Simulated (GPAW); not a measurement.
Here is a GPAW 26.7.0 calculation.

run.py

```python
from ase import Atoms
from ase.dft.bandgap import bandgap
from ase.io import write
from ase.units import GPa
from gpaw import GPAW, PW

atoms = Atoms(['Ga'],
              cell=[[-1.3843987196, 1.3843987196, 2.3112238365],
                    [1.3843987196, -1.3843987196, 2.3112238365],
                    [1.3843987196, 1.3843987196, -2.3112238365]],
              scaled_positions=[[0.0, 0.0, 0.0]],
              pbc=True)

calc = GPAW(mode=PW(600),
            xc='PBE',
            kpts={'size': (13, 13, 13), 'gamma': True},
            occupations={'name': 'fermi-dirac', 'width': 0.05},
            nbands=7,
            convergence={'density': 1e-05, 'energy': 1e-05},
            maxiter=150,
            txt='gpaw.txt')
atoms.calc = calc
energy = atoms.get_potential_energy()
forces = atoms.get_forces()
stress = atoms.get_stress()
calc.write('gs.gpw')
write('result.traj', atoms)
print(f'Energy: {energy:.6f} eV')
print('Forces (eV/A):')
print(forces.round(4))
print('Stress (GPa):', (stress / GPa).round(3))
print('Fermi level:', round(calc.get_fermi_level(), 4), 'eV')
print(f'Gap: {bandgap(calc)[0]:.4f} eV, direct: {bandgap(calc, direct=True)[0]:.4f} eV')
```

Potentials or basis: GPAW PAW data sets (gpaw-data 1.2.1), pw.

Launch:

```bash
$ OMP_NUM_THREADS=1 python run.py
```

Problem. What does it give for the band gap on the k mesh?

Solution. None (metal or under the smearing width).

Problem. Estimate the pressure.

Solution. 3.8 GPa.

Stress tensor (GPa, compression positive):
```
4.05 0.00 0.00
0.00 4.05 0.00
0.00 0.00 3.21
```
